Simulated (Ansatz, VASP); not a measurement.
This is a calculation of SnO2 (Cassiterite) for Ansatz 0.2.0. 

Contents of input.yaml:

```yaml
crystal:
  lattice:
    - [4.738, 0.0, 0.0]
    - [0.0, 4.738, 0.0]
    - [0.0, 0.0, 3.1865]
  atoms:
    - { symbol: Sn, position: [0.5, 0.5, 0.5] }
    - { symbol: Sn, position: [0.0, 0.0, 0.0] }
    - { symbol: O, position: [0.8071, 0.1929, 0.5] }
    - { symbol: O, position: [0.6929, 0.6929, 0.0] }
    - { symbol: O, position: [0.1929, 0.8071, 0.5] }
    - { symbol: O, position: [0.3071, 0.3071, 0.0] }
hamiltonian:
  xc: lda
  pseudopotentials: { kind: paw }
kpoints:
  mp_grid: { grid: [6, 6, 8] }
scf:
  occupations: { method: gaussian, width: 0.1 }
output:
  forces: true
  stress: true
  eigenvalues: true
  write_density: true
  write_potential: true
  elf: true
  volumetric_format: npy
```

Potentials or basis: Ansatz PAW.

The run is started by

```console
$ ansatz run input.yaml --threads 2 --pin off --max-ram 5632MiB --backend cpu --events-out ev --progress --plain --runs-dir out
```

Translate it to VASP 6.6.1. Potentials or basis there: LDA PAW files O_GW, Sn_d_GW, 550 eV.

As run (cutoffs and basis follow the program's own potentials, and thresholds, step limits or extra output files can differ):

File INCAR:

```
SYSTEM = SnO2
PREC = Accurate
ENCUT = 550
EDIFF = 1E-6
ISMEAR = 0
SIGMA = 0.1
LREAL = .False.
LASPH = .True.
NELM = 80
ALGO = Normal
ISIF = 2
LWAVE = .False.
LCHARG = .False.
```

Contents of KPOINTS:

```
regular mesh
0
Gamma
  6 6 8
  0 0 0
```

Contents of POSCAR:

```
SnO2
4.738
    1.000000000000      0.000000000000      0.000000000000
    0.000000000000      1.000000000000      0.000000000000
    0.000000000000      0.000000000000      0.672541156606
Sn O
2 4
Direct
    0.5000000000      0.5000000000      0.5000000000
    0.0000000000      0.0000000000      0.0000000000
    0.8071000000      0.1929000000      0.5000000000
    0.6929000000      0.6929000000      0.0000000000
    0.1929000000      0.8071000000      0.5000000000
    0.3071000000      0.3071000000      0.0000000000
```

Potentials or basis: VASP PAW LDA potentials, release 64 (Sn_d_GW, O_GW).

Launch:

```bash
$ cat potpaw_LDA.64/Sn_d_GW/POTCAR potpaw_LDA.64/O_GW/POTCAR > POTCAR
$ mpirun -np 1 vasp_std > vasp.out
```

Both were run:

|  | Ansatz | VASP |
| --- | --- | --- |
| Pressure | -0.7 GPa | -0.7 GPa |
| Largest force | 0.155 eV/Å | 0.164 eV/Å |

Ansatz's pressure holds a Pulay term of +1.11 GPa for its cutoff of 420 eV, which the other run lacks.

Ansatz's potentials were made for PBE.

Where Ansatz's input types no cutoff or centring, it takes its own default and a Γ-centred mesh.

The two programs' LDA may be different fits to the electron gas.

Pressure is positive in compression.
